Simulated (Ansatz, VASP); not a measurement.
## LiF: VASP beside Ansatz

```
Li F
1.0
     0.00000    2.01400    2.01400
     2.01400    0.00000    2.01400
     2.01400    2.01400    0.00000
Li F
1 1
Cartesian
  0.0000 0.0000 0.0000
  2.0140 2.0140 2.0140
```

Alike in both runs: task single point; functional LDA; k mesh 10 × 10 × 10; occupations gaussian, width 0.05 eV; no spin polarisation.

|  | VASP | Ansatz |
| --- | --- | --- |
| version | VASP 6.6.1 | Ansatz 0.2.0 |
| potentials or method | VASP PAW LDA potentials, release 64 (Li_sv, F) | scalar-relativistic, plane waves, PAW |
| plane-wave cutoff (eV) | 520 | 420 |
| valence electrons in the cell | 10 | 10 |

```csv
,VASP,Ansatz,Ansatz less VASP
gap on the k mesh at the Fermi level (eV),8.83,8.84,+0.011
least direct gap on the mesh (eV),8.83,8.84,+0.011
```

 LDA gaps usually lie below the measured ones, often by a third to a half. A k mesh can miss the band edges.
